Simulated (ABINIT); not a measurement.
Pd:

```xyz
1
Lattice="0.0000 1.9465 1.9465 1.9465 0.0000 1.9465 1.9465 1.9465 0.0000" Properties=species:S:1:pos:R:3 pbc="T T T"
Pd    0.0000    0.0000    0.0000
```

- Program: ABINIT 10.8.3 (patched build)
- Task: single point
- Functional: PBE
- Potentials or basis: JTH PAW PBE v2.0
- Cutoff: 599 eV
- k mesh: 12 × 12 × 12
- Occupations: fermi-dirac, width 0.05 eV
- Spin: no spin polarisation

On this cell: pressure 6.8 GPa; band gap on the k mesh none (metal or under the smearing width).

The same run follows on a disturbed copy (cell strained at random at fixed volume):

```xyz
1
Lattice="-0.0111 1.9552 1.9419 1.9711 0.0063 1.9244 1.9644 1.9311 0.0130" Properties=species:S:1:pos:R:3 pbc="T T T"
Pd   -0.0396    0.0408    0.0136
```

What changes?

The energy (extrapolated to zero smearing) moves by +1.6 meV/atom; pressure 6.7 GPa; band gap on the k mesh none (metal or under the smearing width).

Stress tensor (GPa, compression positive):
```
 5.85  0.64  0.17
 0.64  6.98 -1.39
 0.17 -1.39  7.28
```
